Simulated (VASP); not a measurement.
Input of a VASP 6.6.1 run:

File INCAR:

```
ALGO = Normal
EDIFF = 1E-6
EDIFFG = -0.01
ENCUT = 520
GGA = PE
IBRION = 2
ISIF = 3
ISMEAR = 0
KPAR = 4
LASPH = True
LCHARG = False
LREAL = False
LWAVE = False
NELM = 120
NSW = 90
PREC = Accurate
SIGMA = 0.1
```

File KPOINTS:

```
k-points
0
Gamma
  6 6 6
```

POSCAR

```
In2O3
1.0
    2.7435000000      1.5839604600      4.8366666700
   -2.7435000000      1.5839604600      4.8366666700
    0.0000000000     -3.1679209300      4.8366666700
In O
4 6
Direct
    0.3573100000      0.3573100000      0.3573100000
    0.1426900000      0.1426900000      0.1426900000
    0.6426900000      0.6426900000      0.6426900000
    0.8573100000      0.8573100000      0.8573100000
    0.5480000000      0.9520000000      0.2500000000
    0.2500000000      0.5480000000      0.9520000000
    0.9520000000      0.2500000000      0.5480000000
    0.4520000000      0.0480000000      0.7500000000
    0.7500000000      0.4520000000      0.0480000000
    0.0480000000      0.7500000000      0.4520000000
```

Potentials or basis: VASP PAW PBE potentials, release 64 (In_d, O).

The run is started by

```bash
$ cat potpaw_PBE.64/In_d/POTCAR potpaw_PBE.64/O/POTCAR > POTCAR
$ mpirun -np 4 vasp_std > vasp.out
```

Q: Estimate the space group after relaxing (to 0.05 Å).

A: R-3c (No. 167).

Q: Estimate the relaxed volume.

A: 13.28 Å³/atom.

Q: What does it give for the band gap on the k mesh?

A: 0.94 eV, indirect (least direct gap 1.02 eV).

Final structure:
```
CELL_PARAMETERS angstrom
2.79094 1.61135 4.92166
-2.79094 1.61135 4.92166
0.00000 -3.22270 4.92166
ATOMIC_POSITIONS crystal
In 0.35718 0.35718 0.35718
In 0.14282 0.14282 0.14282
In 0.64282 0.64282 0.64282
In 0.85718 0.85718 0.85718
O 0.54643 0.95357 0.25000
O 0.25000 0.54643 0.95357
O 0.95357 0.25000 0.54643
O 0.45357 0.04643 0.75000
O 0.75000 0.45357 0.04643
O 0.04643 0.75000 0.45357
```

Caveat: spin-orbit coupling is left out, which moves the levels of the heavy elements. PBE usually gives volumes a little too large and moduli too small.
